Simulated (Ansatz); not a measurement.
I need a relaxation of the ions of CuAu, space group P4/mmm. Use Ansatz 0.2.0, Python API. Use: PBE, PAW, the default cutoff (420 eV here), 6×6×5 k-points, Fermi-Dirac smearing of 0.05 eV.

```
CELL_PARAMETERS angstrom
2.81075 0.00000 0.00000
0.00000 2.81075 0.00000
0.00000 0.00000 3.68500
ATOMIC_POSITIONS crystal
Cu 0.50000 0.50000 0.50000
Au 0.00000 0.00000 0.00000
```

`run_relax.py`
```python
"""Geometry optimisation of CuAu from a disturbed start."""

import json
import warnings

import ansatz
from ase import Atoms
from ase.io import write
import numpy as np
from pymatgen.core import Lattice, Structure
from pymatgen.io.ase import AseAtomsAdaptor


def main() -> None:
    warnings.simplefilter("ignore", ansatz.DeckWarning)

    pmg_structure = Structure(
        Lattice([(2.810749, 0.0, 0.0), (0.0, 2.810749, 0.0), (0.0, 0.0, 3.685)]),
        ["Cu", "Au"],
        [
            (0.5, 0.5, 0.5),
            (0.0, 0.0, 0.0),
        ],
    )
    structure = ansatz.Crystal.from_ase(AseAtomsAdaptor.get_atoms(pmg_structure))
    # a displaced start

    job = (
        structure.move(0, to=(0.535578, 0.464422, 0.527137)).fix(1).calculation()
        .occupations("fermi_dirac", width=0.05)
        .functional("pbe")
        .kpoints(mesh=(6, 6, 5), center="gamma")
        .pseudopotentials("paw")
        .relax(max_steps=60)
    )
    outcome = job.run(threads=1, backend="cpu", events_out="cuau.ndjson")
    with open("cuau.ndjson") as stream:
        events = [json.loads(line) for line in stream]
    steps = [e["data"] for e in events if e["event"] == "relax_step"]
    rep = outcome.report
    for s in steps:
        flag = "" if s["accepted"] else "  (rejected)"
        print("step %2d  E = %.5f eV  largest force component = %.4f eV/A%s" % (s["step"], s["lagrangian_ev"], s["allowed_force_max_ev_ang"], flag))

    first, last = steps[0], steps[-1]
    symbols = [site.symbol for site in outcome.lattice.sites]
    print(f"energy gained {first['lagrangian_ev'] - last['lagrangian_ev']:.4f} eV in {len(steps) - 1} steps")

    print("atom   start x y z (A)              end x y z (A)")
    for symbol, a, b in zip(symbols, first["positions_ang"], last["positions_ang"]):
        print(f"{symbol:3s}", " ".join(f"{v:8.4f}" for v in a), "  ", " ".join(f"{v:8.4f}" for v in b))

    relaxed = Atoms(symbols, positions=[site.position_ang for site in outcome.lattice.sites], cell=outcome.lattice.cell_ang, pbc=True)
    write("relaxed.cif", relaxed, format="cif")

    n_atoms = len(rep["lattice"]["sites"])
    print("F =", round(rep["free_energy_ev"], 4), "eV for", n_atoms, "atoms")
    print("E(sigma -> 0) =", round(rep["energy_sigma0_ev"], 4), "eV, TS =", round(rep["entropy_ts_ev"], 5), "eV")
    print("closed by", rep["closed_by"], "after", rep["n_iterations"], "iterations")

    terms = rep["components"]
    print({name: round(terms[name], 3) for name in ("e_kinetic", "e_hartree", "e_xc", "e_local", "e_nonlocal")})


if __name__ == "__main__":
    main()
```

```console
$ python run_relax.py
step  1  E = -19774.47935 eV  largest force component = 0.7576 eV/A
step  2  E = -19774.54477 eV  largest force component = 0.1866 eV/A
step  3  E = -19774.55438 eV  largest force component = 0.0043 eV/A
step  4  E = -19774.55438 eV  largest force component = 0.0043 eV/A
energy gained 0.0750 eV in 3 steps
atom   start x y z (A)              end x y z (A)
Cu    1.5054   1.3054   1.9425      1.4065   1.4042   1.8429
Au    0.0000   0.0000   0.0000      0.0000   0.0000   0.0000
F = -19774.5544 eV for 2 atoms
E(sigma -> 0) = -19774.5521 eV, TS = 0.00453 eV
closed by deck_thresholds after 6 iterations
{'e_kinetic': 904.584, 'e_hartree': 2588.64, 'e_xc': -317.486, 'e_local': -5896.121, 'e_nonlocal': 467.896}
```

File `relaxed.cif` afterwards:
```cif
data_image0
_chemical_formula_structural       CuAu
_chemical_formula_sum              "Cu1 Au1"
_cell_length_a       2.810749
_cell_length_b       2.810749
_cell_length_c       3.685
_cell_angle_alpha    90.0
_cell_angle_beta     90.0
_cell_angle_gamma    90.0

_space_group_name_H-M_alt    "P 1"
_space_group_IT_number       1

loop_
  _space_group_symop_operation_xyz
  'x, y, z'

loop_
  _atom_site_type_symbol
  _atom_site_label
  _atom_site_symmetry_multiplicity
  _atom_site_fract_x
  _atom_site_fract_y
  _atom_site_fract_z
  _atom_site_occupancy
  Cu  Cu1       1.0  0.5004159095265228  0.49958409047347724  0.5001023659464987  1.0000
  Au  Au1       1.0  0.0  0.0  0.0  1.0000
```

Reading the output:
- Total energies depend on the potentials; only differences at equal settings carry meaning. A total without «per atom» is that of the cell as typed.
- Spin is left out of this run.
- The energy terms are those on the plane-wave grid, with the one-centre PAW part apart; the terms shown are only some of the summands, so they needn't add up to F.
- For a metal this k-point mesh is coarse: on a finer one energies can move by several to tens of meV an atom and pressures by half a GPa or more, differences at one mesh by less.
- Energies along a relaxation are free energies. A last row that repeats the one before re-solves the same geometry more tightly.
- Spin-orbit coupling, which matters for elements this heavy, is left out.
- The structure is a deposited one; some such entries were measured under pressure or heat, so a shift against it needn't be the functional's error alone.
- It ran for 12 s on 1 thread of Arm Neoverse V1 (shared host), peak memory 0.46 GiB.

(Lines on the test bed's own set-up are left out of the output.)
